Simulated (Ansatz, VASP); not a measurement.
Zn5Cd2Te: VASP beside Ansatz

```xyz
8
Lattice="4.3659 0.0000 0.0000 0.0000 4.3659 0.0000 0.0000 0.0000 8.3699" Properties=species:S:1:pos:R:3 pbc="T T T"
Zn    0.0000    2.1829    6.2305
Zn    2.1829    2.1829    0.0000
Zn    2.1829    0.0000    6.2305
Zn    0.0000    2.1829    2.1394
Zn    2.1829    0.0000    2.1394
Cd    0.0000    0.0000    4.1849
Cd    2.1829    2.1829    4.1849
Te    0.0000    0.0000    0.0000
```

Alike in both runs: functional PBE; k mesh 4 × 4 × 2; occupations gaussian, width 0.2 eV; no spin polarisation.

Ansatz relaxed the structure, and its values are those at the end. VASP's run is a single point on that final structure, the one shown.

|  | VASP | Ansatz |
| --- | --- | --- |
| version | VASP 6.6.1 | Ansatz 0.2.0 |
| potentials or method | VASP PAW PBE potentials, release 64 (Zn, Cd, Te) | scalar-relativistic, plane waves, PAW |
| plane-wave cutoff (eV) | 520 | 420 |
| valence electrons in the cell | 90 | 116 |

Ansatz gave:

| Quantity | Value |
| --- | --- |
| gap on the k mesh at the Fermi level (eV) | none |
| pressure (GPa) | -0.7 |
| rms of the force components (eV/Å) | 0.011 |

Task: Which values does VASP return?

Result: gap on the k mesh at the Fermi level (eV): none; pressure (GPa): -0.5; rms of the force components (eV/Å): 0.015.

A gap of «none» marks a metal or a gap that the smearing closes. The two sets of potentials don't hold the same shells in valence.

Caveats: the k mesh is coarse (spacing up to 0.38 Å⁻¹), so the values aren't converged. The runs have no spin-orbit coupling, so splittings on Te are missing.
